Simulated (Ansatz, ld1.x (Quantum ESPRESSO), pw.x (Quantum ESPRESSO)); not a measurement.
# manganese (fcc): variants of one PAW potential in the solid

| Quantity | Value |
| --- | --- |
| Element | manganese (Mn) |
| Generator | ld1.x (Quantum ESPRESSO) 7.5 |
| Type | PAW |
| Functional | PBE |
| Relativity | scalar-relativistic |
| Frozen core | [Ar] |
| Valence charge | 7 |
| Reference configuration | 3d5 4s0 4p0 (charge +2) |
| Partial waves | 4s (bound, empty): rcut 2.20, rcutus 2.40 bohr; 4s channel at -0.5 Ry: rcut 2.20, rcutus 2.40 bohr; 4p (bound, empty): rcut 2.45, rcutus 3.20 bohr; 4p channel at 1.5 Ry: rcut 2.45, rcutus 3.20 bohr; 3d (bound): rcut 1.05, rcutus 1.25 bohr; 3d channel at -0.55 Ry: rcut 1.05, rcutus 1.25 bohr |
| Local potential | all-electron potential smoothed inside 1.80 bohr (lloc = -1) |
| Core correction | Bessel-smoothed model core inside 1.30 bohr |
| Augmentation charge | BESSEL, radius 0.85 bohr |

Crystal test: fcc Mn in pw.x 7.5, no spin, 16³ k-points, Fermi–Dirac smearing 0.01 Ry, cutoffs set for each file from its atomic test. The reference is all-electron LAPW (Ansatz 0.2.0) with the same functional, mesh and smearing; V0 and B0 come from Birch–Murnaghan fits to the pressures at five volumes. Errors are pseudo minus all-electron; Δ is the rms difference of the E(V) curves that follow from these fits, minima aligned, over ±6 % about the mean V0. Mesh and smearing are coarse, so the numbers serve the comparison and aren't converged zero-temperature values; the lattice is a test structure that the element need not adopt. Spin polarisation and strong correlation are left out, which matters for this element.

All-electron: a0 = 3.506 Å (V0 = 10.77 Å³/atom), B0 = 276.5 GPa.

Base: The largest radius (3.20 bohr) exceeds half the bond length (2.34 bohr), so the spheres overlap, which is one possible source of error among others. This is a poor potential for the solid. Atomic configuration tests: 1 of 7 tests not solved or not reliable.

A dash in a converged row means that the minimum lies outside the volumes sampled.

| change | cutoffs (Ry) | pw.x | a0 (Å) | a0 error (%) | B0 error (%) | Δ (meV/atom) | mean pressure error (GPa) |
| --- | --- | --- | --- | --- | --- | --- | --- |
| base | 135/900 | converged | 3.476 | -0.85 | +15.2 | 17.3 | -7.49 |
| core correction Bessel-smoothed model core inside 0.90 bohr | 135/900 | converged | 3.476 | -0.86 | +15.2 | 17.5 | -7.60 |
| type ultrasoft; local potential all-electron potential smoothed inside 2.65 bohr (lloc = -2); augmentation PSQ, inside the norm-conserving radii | 135/900 | converged | – | – | – | – | +22.62 |
| local potential all-electron potential smoothed inside 2.50 bohr (lloc = -1) | 135/900 | converged | 3.520 | +0.40 | +8.0 | 8.8 | +3.93 |

(1) Give the row for: waves 3d (bound): rcut 1.04, rcutus 1.10 bohr; 3d channel at -0.55 Ry: rcut 1.04, rcutus 1.10 bohr.

## Answers

(1) pw.x: converged; mean pressure error (GPa): -4.90; a0 (Å): 3.486; a0 error (%): -0.56; B0 error (%): +13.4; Δ (meV/atom): 11.3.
